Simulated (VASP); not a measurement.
# BN (P6_3/mmc) in VASP: phonons with PBEsol

Aim: the phonons of BN with PBEsol.

All numbers are computed with VASP 6.6.1; they aren't measurements. Logs are shortened: lines on timing, memory, paths and dates and some standing lists are left out, and cuts for length are marked.

## Step 1: The crystal as given

It takes space group P6_3/mmc (No. 194, hexagonal). The conventional cell has a = 2.540 Å, b = 2.540 Å, c = 6.598 Å, α = 90.00°, β = 90.00°, γ = 120.00°. Around B (site symmetry -6m2) lie 3 N at 1.47 Å. N (site symmetry -6m2) has 3 B at 1.47 Å as nearest neighbours.

## Step 2: Phonons, PBEsol

Input file POSCAR:

```
BN
1.0
    2.5400000000      0.0000000000      0.0000000000
   -1.2700000000      2.1997045300      0.0000000000
    0.0000000000      0.0000000000      6.5980000000
B N
2 2
Direct
    0.3333333300      0.6666666700      0.2500000000
    0.6666666700      0.3333333300      0.7500000000
    0.3333333300      0.6666666700      0.7500000000
    0.6666666700      0.3333333300      0.2500000000
```

Input file INCAR.step1:

```
SYSTEM = BN
  ALGO = Fast
  EDIFF = 1E-8
  EDIFFG = -0.002
  ENCUT = 600
  GGA = PS
  IBRION = 2
  ISIF = 3
  ISMEAR = 0
  LASPH = .TRUE.
  LCHARG = .FALSE.
  LREAL = .FALSE.
  LWAVE = .FALSE.
  NELM = 100
  NSW = 40
  PREC = Accurate
  SIGMA = 0.02
```

Input file INCAR.step2:

```
SYSTEM = BN
  ALGO = Fast
  EDIFF = 1E-8
  ENCUT = 600
  GGA = PS
  IBRION = 8
  ISIF = 2
  ISMEAR = 0
  LASPH = .TRUE.
  LCHARG = .FALSE.
  LREAL = .FALSE.
  LWAVE = .FALSE.
  NELM = 100
  NSW = 1
  PREC = Accurate
  SIGMA = 0.02
```

Input file KPOINTS:

```
k-points
0
G
  12 12 4
  0 0 0
```

Potentials or basis: VASP PAW PBE potentials, release 64 (B, N).

Started as:

```bash
> cat potpaw_PBE.64/B/POTCAR potpaw_PBE.64/N/POTCAR > POTCAR
> cp INCAR.step1 INCAR
> mpirun -np 1 vasp_std > vasp.out
> cp CONTCAR POSCAR
> cp INCAR.step2 INCAR
> mpirun -np 1 vasp_std > vasp.out
```

OUTCAR:

```text
SYSTEM = BN
   EDIFF = 1E-8
   ENCUT = 600
   GGA = PS
   IBRION = 8
   ISIF = 2
   ISMEAR = 0
   LASPH = .TRUE.
   LREAL = .FALSE.
   NELM = 100
   NSW = 1
   PREC = Accurate

 ion  position               nearest neighbor table
   1  0.333  0.667  0.250-   4 1.45   4 1.45   4 1.45
   2  0.667  0.333  0.750-   3 1.45   3 1.45   3 1.45
   3  0.333  0.667  0.750-   2 1.45   2 1.45   2 1.45
   4  0.667  0.333  0.250-   1 1.45   1 1.45   1 1.45

  LATTYP: Found a hexagonal cell.
 ALAT       =     2.5050745550
 C/A-ratio  =     2.7607448257

  Lattice vectors:

 A1 = (   2.5050745550,   0.0000000000,   0.0000000000)
 A2 = (  -1.2525372775,   2.1694582072,   0.0000000000)
 A3 = (   0.0000000000,   0.0000000000,   6.9158716157)

Analysis of symmetry for initial positions (statically):
=====================================================================
 Subroutine PRICEL returns:
 Original cell was already a primitive cell.

 Routine SETGRP: Setting up the symmetry group for a
 hexagonal supercell.

 Subroutine GETGRP returns: Found 24 space group operations
 (whereof 12 operations were pure point group operations)
 out of a pool of 24 trial point group operations.

The static configuration has the point symmetry D_3d.
 The point group associated with its full space group is D_6h.

Analysis of symmetry for dynamics (positions and initial velocities):
=====================================================================
 Subroutine PRICEL returns:
 Original cell was already a primitive cell.

 Routine SETGRP: Setting up the symmetry group for a
 hexagonal supercell.

 Subroutine GETGRP returns: Found 24 space group operations
 (whereof 12 operations were pure point group operations)
 out of a pool of 24 trial point group operations.

The dynamic configuration has the point symmetry D_3d.
[... 557 lines left out ...]

  energy  without entropy=      -36.5773858819  energy(sigma->0) =      -36.57738588

[... ionic steps 2 to 9 ...]

--------------------------------------- Ionic step       10  -------------------------------------------

------------------------ aborting loop because EDIFF is reached ----------------------------------------

[... ionic steps 11 to 11 ...]

--------------------------------------- Ionic step       12  -------------------------------------------

 Free energy of the ion-electron system (eV)
  ---------------------------------------------------
  ---------------------------------------------------
  free energy    TOTEN  =        -0.26877015 eV

  energy without entropy =       -0.26877015

------------------------ aborting loop because EDIFF is reached ----------------------------------------

 INTERNAL STRAIN TENSOR  FOR ION    3  DIRECTION 3   (eV/Angst):
 -----------------------------------------------------------------------------
     0.00172  0.00000  0.00000
     0.00000  0.00172  0.00000
     0.00000  0.00000 -0.00157

 INTERNAL STRAIN TENSOR FOR ION    4 for displacements in x,y,z  (eV/Angst):
          X           Y           Z          XY          YZ          ZX
  --------------------------------------------------------------------------------
  x    -0.00000     0.00000     0.00000    12.89998     0.00000     0.00000
  y    12.89998   -12.89998     0.00000     0.00000     0.00000     0.00000
  z     0.00000     0.00000    -0.00000     0.00000     0.00000    -0.00000

 SECOND DERIVATIVES (NOT SYMMETRIZED)
 ------------------------------------
               1X          1Y          1Z          2X          2Y          2Z          3X          3Y          3Z          4X          4Y          4Z
  1X   -41.505295    0.000000    0.000000    0.004703    0.000000    0.000000    0.007531    0.000000    0.000000   41.493061    0.000000    0.000000
  1Y     0.000000  -41.505295    0.000000    0.000000    0.004703    0.000000   -0.000000    0.007531    0.000000    0.000000   41.493061    0.000000
  1Z     0.000000    0.000000  -13.376497    0.000000    0.000000    0.695297    0.000000    0.000000   -0.687680    0.000000    0.000000   13.368881
  2X     0.004703    0.000000    0.000000  -41.505295    0.000000    0.000000   41.493061    0.000000    0.000000    0.007531    0.000000    0.000000
  2Y     0.000000    0.004703    0.000000    0.000000  -41.505295    0.000000    0.000000   41.493061    0.000000   -0.000000    0.007531    0.000000
  2Z     0.000000    0.000000    0.695297    0.000000    0.000000  -13.376497    0.000000    0.000000   13.368881    0.000000    0.000000   -0.687680
  3X     0.006484   -0.000000    0.000000   41.496307    0.000000    0.000000  -41.533527    0.000000    0.000000    0.030736   -0.000000    0.000000
  3Y     0.000000    0.006484    0.000000   -0.000000   41.496307    0.000000    0.000000  -41.533527    0.000000    0.000000    0.030736    0.000000
  3Z     0.000000    0.000000   -0.678062   -0.000000    0.000000   13.365275    0.000000    0.000000  -13.596481    0.000000    0.000000    0.909267
  4X    41.496307    0.000000    0.000000    0.006484   -0.000000    0.000000    0.030736   -0.000000    0.000000  -41.533527    0.000000    0.000000
  4Y    -0.000000   41.496307    0.000000    0.000000    0.006484    0.000000    0.000000    0.030736    0.000000    0.000000  -41.533527    0.000000
  4Z    -0.000000    0.000000   13.365275    0.000000    0.000000   -0.678062    0.000000    0.000000    0.909267    0.000000    0.000000  -13.596481

 Eigenvectors and eigenvalues of the dynamical matrix
 ----------------------------------------------------

   1 f  =   40.779509 THz   256.225212 2PiTHz 1360.258006 cm-1   168.650422 meV
             X         Y         Z           dx          dy          dz
     -0.000000  1.446305  1.728968    -0.000000    0.531054   -0.000000
      1.252537  0.723153  5.186904     0.000000   -0.531054    0.000000
     -0.000000  1.446305  5.186904    -0.000000    0.466885   -0.000000
      1.252537  0.723153  1.728968     0.000000   -0.466885    0.000000
[... 71 lines left out ...]
  12 f/i=    0.002649 THz     0.016646 2PiTHz    0.088372 cm-1     0.010957 meV
             X         Y         Z           dx          dy          dz
     -0.000000  1.446305  1.728968     0.000000    0.000000   -0.466815
      1.252537  0.723153  5.186904     0.000000    0.000000   -0.466815
     -0.000000  1.446305  5.186904     0.000000    0.000000   -0.531115
      1.252537  0.723153  1.728968     0.000000    0.000000   -0.531115

--------------------------------------------------------------------------------------------------------

 ELASTIC MODULI CONTR FROM IONIC RELAXATION (kBar)
 Direction    XX          YY          ZZ          XY          YZ          ZX
 --------------------------------------------------------------------------------
 XX        -436.2078    436.2078      0.0000     -0.0000      0.0000     -0.0000
 YY         436.2078   -436.2078     -0.0000      0.0000     -0.0000      0.0000
 ZZ           0.0000     -0.0000     -0.0000      0.0000      0.0000     -0.0000
 XY          -0.0000      0.0000      0.0000   -436.2078     -0.0000      0.0000
 YZ           0.0000     -0.0000      0.0000     -0.0000     -0.0000      0.0000
 ZX          -0.0000      0.0000     -0.0000      0.0000      0.0000     -0.0000
 --------------------------------------------------------------------------------
```

OUTCAR.step1:

```text
SYSTEM = BN
   EDIFF = 1E-8
   EDIFFG = -0.002
   ENCUT = 600
   GGA = PS
   IBRION = 2
   ISIF = 3
   ISMEAR = 0
   LASPH = .TRUE.
   LREAL = .FALSE.
   NELM = 100
   NSW = 40
   PREC = Accurate

[... 780 lines left out ...]
      1     -15.8500      2.00000
      2     -15.6287      2.00000
      3      -4.2488      2.00000
      4      -2.4658      2.00000
      5       0.5574      2.00000
      6       0.5574      2.00000
      7       0.5820      2.00000
      8       0.5820      2.00000
      9       6.6994      0.00000
     10      11.5546      0.00000
     11      13.3744      0.00000
     12      13.3744      0.00000
[... 376 lines left out ...]
  FREE ENERGIE OF THE ION-ELECTRON SYSTEM (eV)
  ---------------------------------------------------
  free  energy   TOTEN  =       -36.5769756964 eV

  energy  without entropy=      -36.5769756964  energy(sigma->0) =      -36.57697570

 reached required accuracy - stopping structural energy minimisation
```

It took 5.6 min on 1 thread of Intel Xeon 6975P-C (Granite Rapids), shared host; peak memory 0.42 GiB.

What came out:

```
Relaxed volume                                          : 9.40 Å³/atom
Relaxed cell                                            : a = 2.505 Å, b = 2.505 Å, c = 6.916 Å, α = 90.00°, β = 90.00°, γ = 120.00°
Space group after relaxing (to 0.05 Å)                  : P6_3/mmc (No. 194)
Highest phonon frequency at Γ, LO-TO splitting left out : 1360 cm⁻¹
```

Step by step:
```
step  energy change (eV)  largest force (eV/Å)  pressure (GPa)  volume (Å³)
   1              0.0000                0.0000           -9.15        36.86
   2              0.1272                0.0000           21.44        34.11
   3             -0.0452                0.0000            0.02        35.91
   4             -0.0453                0.0000            0.25        35.89
   5             -0.0453                0.0000            0.46        35.87
   6             -0.0455                0.0000           -0.07        35.98
   7             -0.0456                0.0000           -0.42        36.06
   8             -0.0457                0.0000           -0.43        36.09
   9             -0.0460                0.0000           -0.42        36.16
  10             -0.0465                0.0000           -0.42        36.29
  11             -0.0474                0.0000           -0.42        36.57
  12             -0.0484                0.0000           -0.39        37.12
  13             -0.0483                0.0000           -0.28        38.22
  14             -0.0487                0.0000           -0.34        37.65
  15             -0.0484                0.0000            0.74        37.46
  16             -0.0487                0.0000            0.01        37.59
```

Final structure:
```cif
data_structure
_symmetry_space_group_name_H-M 'P 1'
_symmetry_Int_Tables_number 1
_cell_length_a 2.5051
_cell_length_b 2.5051
_cell_length_c 6.9159
_cell_angle_alpha 90.000
_cell_angle_beta 90.000
_cell_angle_gamma 120.000
_cell_volume 37.59
loop_
_atom_site_label
_atom_site_type_symbol
_atom_site_fract_x
_atom_site_fract_y
_atom_site_fract_z
_atom_site_occupancy
B1 B 0.33333 0.66667 0.25000 1
B2 B 0.66667 0.33333 0.75000 1
N1 N 0.33333 0.66667 0.75000 1
N2 N 0.66667 0.33333 0.25000 1
```

Phonon frequencies in cm⁻¹ (negative: imaginary):
```
              q point                                 frequencies
(0.000, 0.000, 0.000)  0 0 0 33 33 72 752 794 1360 1360 1360 1360
```

Caveat: the PAW data sets were made with another functional, which shifts forces and pressure a little; this functional lacks dispersion, which binds the layers, so the pressure and a relaxed spacing across them are unreliable.
